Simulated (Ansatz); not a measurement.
**Moving the functional in PbO2**

The cell as given:

```cif
data_structure
_symmetry_space_group_name_H-M 'P 1'
_symmetry_Int_Tables_number 1
_cell_length_a 4.9950
_cell_length_b 4.9950
_cell_length_c 3.4090
_cell_angle_alpha 90.000
_cell_angle_beta 90.000
_cell_angle_gamma 90.000
_cell_volume 85.05
loop_
_atom_site_label
_atom_site_type_symbol
_atom_site_fract_x
_atom_site_fract_y
_atom_site_fract_z
_atom_site_occupancy
Pb1 Pb 0.50000 0.50000 0.50000 1
Pb2 Pb 0.00000 0.00000 0.00000 1
O1 O 0.69257 0.69257 0.00000 1
O2 O 0.80743 0.19257 0.50000 1
O3 O 0.19257 0.80743 0.50000 1
O4 O 0.30743 0.30743 0.00000 1
```

The cell is a database's computed one, not the measured one.

Kept alike: task relaxation of cell and atoms; k mesh 5 × 5 × 6; occupations fermi-dirac, width 0.05 eV; no spin polarisation. Program: Ansatz, Ansatz PAW. Cutoffs run from 420 to 500 eV. The mesh is that of the run's cell of 6 atoms. No spin-orbit coupling.

| run | volume (Å³/atom) | first edge of the run's cell (Å) | third edge of the run's cell (Å) |
| --- | --- | --- | --- |
| A | 14.195 | 4.997 | 3.411 |
| B | 15.174 | 5.137 | 3.450 |
| C | 14.106 | 4.986 | 3.405 |
| D | 15.310 | 5.158 | 3.453 |
| E | 15.467 | 5.161 | 3.484 |

The relaxations keep at least the cell's symmetry (P4_2/mnm). Relaxations stop with a little pressure left, so the last digits of a volume or edge aren't settled. Ansatz's relaxations hold a Pulay term in the stress (up to 0.7 GPa here). All rows use potentials made for PBE.

The runs differ in the functional (and the cutoff that goes with it) alone: BLYP; PBEsol; RPBE; r2SCAN; revPBE. Which run is which?

Run A is PBEsol; run B is revPBE; run C is r2SCAN; run D is RPBE; run E is BLYP. The volume runs from 14.106 (r2SCAN) to 15.467 Å³/atom (BLYP). The first edge of the run's cell runs from 4.986 (r2SCAN) to 5.161 Å (BLYP). The third edge of the run's cell runs from 3.405 (r2SCAN) to 3.484 Å (BLYP).
